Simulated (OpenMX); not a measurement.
## HfC in OpenMX: the effect of volume scale

The system is HfC.

```
Hf C
1.0
     0.00000    2.22801    2.22801
     2.22801    0.00000    2.22801
     2.22801    2.22801    0.00000
Hf C
1 1
Direct
  0.50000 0.50000 0.50000
  0.00000 0.00000 0.00000
```

Alike in all runs:

```yaml
Program: OpenMX 3.8.5
Task: single point
Functional: PBE
Potentials_or_basis: OpenMX 2013 PBE set, Hf7.0-s3p2d2f1, C6.0-s2p2d1, grid cutoff 400 Ry
k_mesh: 7 × 7 × 7
Occupations: fermi-dirac, width 0.05 eV
Spin: no spin polarisation
```

```tsv
volume scale	pressure (GPa)
0.88	38.9
0.92	22.9
0.96	10.2
1	-0.4
1.04	-9.2
1.08	?
```

Question: What does the run with volume scale 1.08 give?

Answer: Pressure -16.1 GPa.

Worked out: A parabola through the other rows of the pressure, of slope -122 GPa per unit of volume scale there, extrapolates to -15.1 GPa, against the run's -16.1.

Caveats: the basis of atomic orbitals isn't converged, which shifts pressures, moduli and gaps.
